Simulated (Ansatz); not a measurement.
The system is CuO (Tenorite).

```
Cu O
1.0
     2.34185   -1.71130    0.00000
     2.34185    1.71130    0.00000
    -0.85003    0.00000    5.05787
Cu O
2 2
Cartesian
  0.7459 -0.8557 2.5289
  1.1709 0.8557 0.0000
  1.7043 0.2793 3.7934
  2.1293 -0.2793 1.2645
```

Base run:

```yaml
Program: Ansatz 0.2.0
Functional: PBEsol
Potentials_or_basis: all-electron LAPW, scalar-relativistic
Cutoff: 406 eV
Density_cutoff: 1625 eV
Basis_error_allowed: 0.002 eV/atom
k_mesh: 10 × 10 × 5
Occupations: fermi-dirac, width 0.05 eV
Spin: no spin polarisation
Hubbard_terms: Cu d U = 6 eV
```

Its results: band gap on the k mesh none (metal or under the smearing width); pressure 0.4 GPa; largest force 0.208 eV/Å.

Question: The run is repeated on the same cell with these changes: hubbard terms from Cu d U = 6 eV to Cu d U = 8 eV. What comes out?

Answer: Band gap on the k mesh none (metal or under the smearing width); pressure 1.8 GPa; largest force 0.156 eV/Å.

Caveats: U is the effective U less J, on atomic orbitals that reach past the spheres; the run has no spin polarisation, though such a crystal can be magnetic; U without spin polarisation on a metal has little footing.

Not every run made on this cell is shown here.
